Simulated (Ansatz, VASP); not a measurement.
# PbS: VASP beside Ansatz

```
Pb S
1.0
     4.16991    0.00000    0.00000
    -2.08495    3.61125    0.00000
     0.00000    0.00000    3.86246
Pb S
1 1
Cartesian
  0.0000 0.0000 0.0000
  2.0850 1.2037 1.9312
```

Change from the starting cell: volume scaled by 1.06.

Alike in both runs: task single point; functional PBE; k mesh 8 × 8 × 7; occupations fermi-dirac, width 0.05 eV; no spin polarisation.

```csv
,VASP,Ansatz
version,VASP 6.6.1,Ansatz 0.2.0
potentials or method,"VASP PAW PBE potentials, release 64 (Pb_d, S)",Ansatz PAW
plane-wave cutoff (eV),520,420
valence electrons in the cell,20,20
```

|  | VASP | Ansatz | Ansatz less VASP |
| --- | --- | --- | --- |
| gap on the k mesh at the Fermi level (eV) | 0.43 | 0.43 | -0.003 |
| least direct gap on the mesh (eV) | 1.62 | 1.62 | -0.003 |
| pressure (GPa) | -2.7 | -2.6 | +0.07 |
| largest component of the traceless stress (GPa) | 0.61 | 0.60 | -0.007 |

Caveats: spin-orbit coupling is left out, which as a rule narrows the gap of such compounds by several tenths of an eV; an odd mesh through Γ misses points on the zone boundary, where band edges often lie (VASP); odd divisions of the mesh miss points on the zone boundary, where band edges often lie, so the gap on the mesh can be too wide (Ansatz).
